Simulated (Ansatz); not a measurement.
Write the native input for Ansatz 0.2.0 that does the following.

| Quantity | Value |
| --- | --- |
| Task | single point |
| Functional | PBE |
| Potentials or basis | Ansatz PAW |
| Cutoff | 420 eV (not typed: the program's choice for these potentials) |
| k mesh | 8 × 8 × 8 |
| Occupations | gaussian, width 0.028 eV |
| Spin | no spin polarisation |

The system is PbS (Galena).

```
CELL_PARAMETERS angstrom
0.00000 2.96575 2.96575
2.96575 0.00000 2.96575
2.96575 2.96575 0.00000
ATOMIC_POSITIONS crystal
Pb 0.00000 0.00000 0.00000
S 0.50000 0.50000 0.50000
```

One way to write it, as run:

input.yaml

```yaml
crystal:
  lattice:
    - [0.0, 2.96575, 2.96575]
    - [2.96575, 0.0, 2.96575]
    - [2.96575, 2.96575, 0.0]
  atoms:
    - { symbol: Pb, position: [0.0, 0.0, 0.0] }
    - { symbol: S, position: [0.5, 0.5, 0.5] }
hamiltonian:
  xc: pbe
  pseudopotentials: { kind: paw }
kpoints:
  mp_grid: { grid: [8, 8, 8] }
scf:
  occupations: { method: gaussian, width: 0.028 }
output:
  forces: true
  stress: true
  eigenvalues: true
```

Potentials or basis: Ansatz PAW.

Command:

```bash
$ ansatz run input.yaml --threads 2 --pin off --max-ram 5632MiB --backend cpu --events-out ev --progress --plain --runs-dir out
```

It gave:

```json
{"Pressure": "2.2 GPa", "Band gap on the k mesh": "0.36 eV, direct"}
```

Caveat: spin-orbit coupling is left out, which as a rule narrows the gap of such compounds by several tenths of an eV.

Wall time 0.77 s on 2 threads of Arm Neoverse V1, on a shared host, peak memory 0.31 GiB.
